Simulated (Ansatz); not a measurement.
The parent structure is SrF2 in the fluorite structure (space group Fm-3m, No. 225; a = 5.857 Å).

Calculations: PBE (Ansatz, a quantum-chemistry and plane-wave program; PAW; 420 eV plane waves; no spin-orbit coupling).

Before the change:

- Smallest direct gap = 6.89 eV
- Electron mass = 0.52 mₑ (at Γ)

The change: an isotropic linear strain of −1.03 %; the atoms relax in the strained cell.

Question: Estimate the effect on the smallest direct gap and electron mass.

Answer: The smallest direct gap rises by 0.17 eV, from 6.89 eV to 7.06 eV; the electron mass becomes 0.51 mₑ (at Γ) (base: 0.52 mₑ (at Γ)).

Masses are band curvatures over ±0.01 Å⁻¹ around the edge. No phonon test of stability was made.
